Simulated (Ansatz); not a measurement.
MnS:

```xyz
4
Lattice="0.0000 3.2117 3.2117 3.2117 0.0000 3.2117 3.2117 3.2117 0.0000" Properties=species:S:1:pos:R:3 pbc="T T T"
Mn    0.0000    0.0000    0.0000
Mn    3.2117    3.2117    3.2117
S     1.6058    1.6058    1.6058
S     4.8175    4.8175    4.8175
```

Measurements of this composition are mostly on another form, of space group No. 225.

The cell isn't the ideal one: the cell as VASP's run set it.

Base run:

| Item | Value |
| --- | --- |
| Program | Ansatz 0.2.0 |
| Functional | PBE |
| Potentials or basis | all-electron LAPW, scalar-relativistic |
| Cutoff | 174 eV (chosen from the basis error) |
| Basis error allowed | 0.002 eV/atom |
| k mesh | 5 × 5 × 5 |
| Occupations | gaussian, width 0.05 eV |
| Spin | collinear spin, antiferromagnetic start |
| Starting moments | [4.0, -4.0, 0.0, 0.0] μB |
| Hubbard terms | Mn d U = 4 eV |

Its results: band gap on the k mesh 0.09 eV; pressure 3.9 GPa; net moment 0.00 μB per cell; site moments Mn +4.61, -4.61; S +0.00 μB.

Q: The run is repeated on the same cell with these changes: functional from PBE to LDA; hubbard terms from Mn d U = 4 eV to Mn d U = 8 eV. What comes out?

A: Band gap on the k mesh none (metal or under the smearing width); pressure 2.4 GPa; net moment 0.00 μB per cell; site moments Mn +4.76, -4.76; S +0.00 μB.

Several settings changed at once, so the effect can't be laid on one alone.

Caveats: the magnetic state may not be the lowest; U is the effective U less J, on atomic orbitals that reach past the spheres; an odd mesh through Γ misses points on the zone boundary, where band edges often lie (some runs); the k mesh is thin for a metal, which can move the energy by tens of meV per atom (some runs).
